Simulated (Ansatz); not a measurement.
Level of theory: DFT PBE, scalar-relativistic, plane waves, PAW in Ansatz. Plane waves to 420 eV, a 10×10×4 mesh through Γ for the 4-atom cell and 0.02 eV Gaussian smearing; no spin polarisation.

The zero of energy is the elements' standard structures at the same level (H₂ as a molecule); no fitted shifts are applied.

**Question.** Propose a candidate for a monoclinic semiconductor made of H and Li, with a gap near 1.9 eV, a formation energy near −0.09 eV/atom and a density near 0.4 g/cm³, in a cell of 4 atoms. Its symmetry should be C2/c (No. 15).

**Answer.** LiH, space group C2/c (No. 15). Li is surrounded by 2 H at 1.67 Å; around H lie 2 Li at 1.67 Å.

```cif
data_structure
_symmetry_space_group_name_H-M 'C2/c'
_symmetry_Int_Tables_number 15
_cell_length_a 3.0937
_cell_length_b 5.9276
_cell_length_c 8.1101
_cell_angle_alpha 90.000
_cell_angle_beta 97.823
_cell_angle_gamma 90.000
_cell_volume 147.34
loop_
_atom_site_label
_atom_site_type_symbol
_atom_site_symmetry_multiplicity
_atom_site_Wyckoff_symbol
_atom_site_fract_x
_atom_site_fract_y
_atom_site_fract_z
_atom_site_occupancy
Li1 Li 4 b 0.50000 0.00000 0.50000 1
H1 H 4 c 0.25000 0.25000 0.00000 1
```

* Volume per atom: 18.4 Å³
* Density: 0.4 g/cm³
* Formation energy: −0.090 eV/atom
* Gap on the 10×10×4 mesh of the 4-atom cell: 1.91 eV

It was reached by relaxing an invented guess, and it needn't be the stable form of this composition. Other answers may fit too; this one was computed.

Weakly bound directions are ill-defined at this level, which has no dispersion term. Kohn–Sham gaps at this level usually fall short of measured ones. With hydrogen, zero-point motion can shift formation energies by some tens of meV/atom. Symmetry constrained the relaxation, so the result can be a saddle point.
